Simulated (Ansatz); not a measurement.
Rb: energy along a strain

Rb, Im-3m, a = 5.612 Å (as given, not relaxed at this level: 0.1 GPa). Ansatz: PBE, PAW, 420 eV, Γ-centred 12×12×12 mesh on 1 atom, Gaussian smearing 0.15 eV; no spin polarisation. Cell vectors (Å): -2.806 2.806 2.806; 2.806 -2.806 2.806; 2.806 2.806 -2.806. The cell is strained by x per cent times the pattern (0 0 0 1 0 0) in the order xx yy zz yz xz xy (engineering shears), with fractional coordinates held. y is the free energy over the start, V0 = 88.374 Å³/atom. Symmetry makes y even in x.

```tsv
x (%)	y (meV/atom)
-4.00	?
-2.00	0.22
0.00	0.00
0.50	0.01
1.00	0.06
1.50	0.13
2.50	0.35
3.00	0.50
3.50	0.68
```

Fit y = c2 x² + c4 x⁴ to the other rows, get the stiffness along the pattern, and predict the missing energy.

Least squares on the rows shown. y = 0.05621 x² − 6.071×10⁻⁵ x⁴. The clamped-ion stiffness p·C·p = 2 × 0.5621 eV × 160.2 / 88.374 Å³ = 2.0 GPa, which is C44 in these axes. At x = -4.00 the fit asked for gives 0.88 meV/atom. The run gave 0.89 meV/atom, so the fit is 0.01 meV/atom too low, a small miss on the scale of the series.